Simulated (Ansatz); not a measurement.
**Pressure against volume in Si**

The cell was reached from a generator's guess, though it ends in a space group that the Crystallography Open Database lists for this formula.

These are results of DFT PBE, scalar-relativistic, plane waves, PAW (Ansatz), not measurements. The final run on the 4-atom cell used 420 eV, a Γ-centred 8×8×4 mesh, 0.02 eV smearing and no spin polarisation.

```
Si
1.0
     0.00000    2.73510    2.73510
     2.73510    0.00000    2.73510
     2.73510    2.73510    0.00000
Si
2
Direct
  0.50000 0.50000 0.50000
  0.75000 0.75000 0.75000
```

The cell was set to several volumes, with shape and atoms relaxed at each where symmetry leaves them free. Pressure is positive in compression, and energies count from the lowest row.

```tsv
row	V (Å³/atom)	P (GPa)	ΔE (meV/atom)	gap on mesh (eV)
1	18.005	14.88	102.1	0.42
2	18.619	?	?	?
3	19.233	6.28	22.8	0.54
4	19.847	2.89	5.4	0.60
5	20.461	0.00	0.0	0.65
6	21.074	-2.46	4.8	0.69
7	21.688	-4.56	18.4	0.74
8	22.507	-6.87	47.8	0.79
```

Task: Find B = −V·ΔP/ΔV from rows 4 and 6 and from rows 1 and 3, and from the two its slope B′ and its value B0 at zero pressure.

Result: Rows 4 and 6 give −(19.847 + 21.074)/2 × (-2.46 − (2.89))/(21.074 − 19.847) = 89.2 GPa at a mean pressure of 0.22 GPa. Rows 1 and 3 give −(18.005 + 19.233)/2 × (6.28 − (14.88))/(19.233 − 18.005) = 130.4 GPa at a mean pressure of 10.58 GPa. So B′ = (130.4 − 89.2)/(10.58 − (0.22)) = 3.98 and B0 = 89.2 − 3.98 × (0.22) = 88.3 GPa. A third-order Birch–Murnaghan fit to all the energies gives B0 = 88.6 GPa and B′ = 4.3.

Task: Estimate the pressure and energy of row 2.

Result: From row 5, V0 = 20.461 × (1 + (0.00)/88.3) = 20.461 Å³/atom. Murnaghan's form P = (B0/B′)·[(V0/V)^B′ − 1] gives (88.3/3.98) × [(20.461/18.619)^3.98 − 1] = 10.11 GPa; the computed pressure is 10.24 GPa, so the estimate is off by -0.13 GPa. The work of compression from row 3, with the mean of the two pressures, gives ΔE = 22.8 + (10.11 + 6.28)/2 × (19.233 − 18.619)/160.2 × 1000 = 54.2 meV/atom (1 eV/Å³ = 160.2 GPa); the computed value is 54.2 meV/atom.

Task: Fit the gap against pressure through the other rows and estimate it at the computed pressure of row 2.

Result: Over the 7 rows the mean pressure is 1.4514 GPa and the mean gap is 0.633 eV. The sums of products of deviations are S_xx = 328.5 and S_xy = -5.554, so the slope is -5.554/328.5 = -0.01691 (r = -1.00, rms misfit 0.01 eV). At 10.24 GPa the line gives 0.633 + (-0.01691) × (10.24 − 1.4514) = 0.48 eV. The computed value is 0.48 eV, so the line is off by 0.00 eV, no more than the largest miss among the fitted rows (0.02 eV).

Kohn–Sham gaps at this level usually fall short of measured ones. All volumes keep the k mesh of the relaxed cell. A later test with randomly moved atoms came back to the same energy, though modes that don't fit the test's cell weren't probed.
